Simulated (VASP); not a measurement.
Here is a VASP 6.6.1 calculation.

Contents of INCAR:

```
SYSTEM = Ru
PREC = Accurate
ENCUT = 600
EDIFF = 1E-6
ISMEAR = 1
SIGMA = 0.1
LREAL = .False.
LASPH = .True.
NELM = 80
ALGO = Normal
ISIF = 3
LWAVE = .False.
LCHARG = .False.
IBRION = 2
NSW = 90
EDIFFG = -0.01
```

The input KPOINTS:

```
Automatic mesh
0
Gamma
  15 15 9
  0 0 0
```

POSCAR

```
Ru
1.0
    2.7058000000      0.0000000000      0.0000000000
   -1.3529000000      2.3432915400      0.0000000000
    0.0000000000      0.0000000000      4.2819000000
Ru
2
Direct
    0.3333333300      0.6666666700      0.2500000000
    0.6666666700      0.3333333300      0.7500000000
```

Potentials or basis: VASP PAW LDA potentials, release 64 (Ru_pv).

Launch:

```console
$ cat potpaw_LDA.64/Ru_pv/POTCAR > POTCAR
$ mpirun -np 1 vasp_std > vasp.out
```

Predict the relaxed volume.

13.12 Å³/atom.

Estimate the band gap on the k mesh.

none (metal or under the smearing width).

Predict the space group after relaxing (to 0.05 Å).

P6_3/mmc (No. 194).

What does it give for the relaxed cell?

a = 2.675 Å, b = 2.675 Å, c = 4.234 Å, α = 90.00°, β = 90.00°, γ = 120.00°.

Step by step:
```csv
step,energy change (eV),largest force (eV/Å),pressure (GPa),volume (Å³)
1,0.0000,0.0000,-11.65,27.15
2,0.3880,0.0000,54.06,23.45
3,-0.0341,0.0000,-0.58,26.28
4,-0.0342,0.0000,-0.09,26.24
5,-0.0342,0.0000,0.16,26.23
6,-0.0342,0.0000,-0.44,26.27
7,-0.0342,0.0000,-0.07,26.24
```

LDA usually gives volumes a few per cent too small. Zero-point motion and thermal expansion aren't in these numbers.
